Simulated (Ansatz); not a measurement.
# Moving the pressure in Tc

The cell as given:

Space group Fm-3m (No. 225). a = 3.900 Å, b = 3.900 Å, c = 3.900 Å, α = 90.00°, β = 90.00°, γ = 90.00°
```tsv
atom	site	symmetry	x	y	z
Tc	4a	m-3m	0.0000	0.0000	0.0000
```

This isn't the form of Tc at room conditions, which is hcp.

Kept alike: task relaxation of cell and atoms; functional r2SCAN; k mesh 12 × 12 × 12; occupations fermi-dirac, width 0.05 eV; no spin polarisation. Program: Ansatz, Ansatz PAW (files of its older set among them), cutoff 500 eV. The mesh is that of the run's cell of 1 atom. No spin-orbit coupling.

| run | volume (Å³/atom) |
| --- | --- |
| A | 14.062 |
| B | 13.503 |
| C | 13.863 |
| D | 14.279 |
| E | 13.187 |
| F | 14.190 |

The relaxations keep at least the cell's symmetry (Fm-3m). For a metal such a mesh leaves the last digits unconverged. The runs follow the start's structure, whether or not it is the stable one at these pressures. P is the pressure aimed at, which the runs meet within some hundredths to tenths of a GPa. All rows use potentials made for PBE.

Q: The runs differ in the pressure alone: 0; 2; 5; 10; 20; 30 GPa. Which run is which?

A: Run A is 5 GPa; run B is 20 GPa; run C is 10 GPa; run D is 0 GPa; run E is 30 GPa; run F is 2 GPa. The volume falls from 14.279 to 13.187 Å³/atom between 0 and 30 GPa. The volume falls ever more slowly, since the solid stiffens under load. At the pressures aimed at, which the runs meet within some tenths of a GPa, the step from 0 to 5 GPa gives a mean bulk modulus near 327 GPa, the last step 422 GPa.
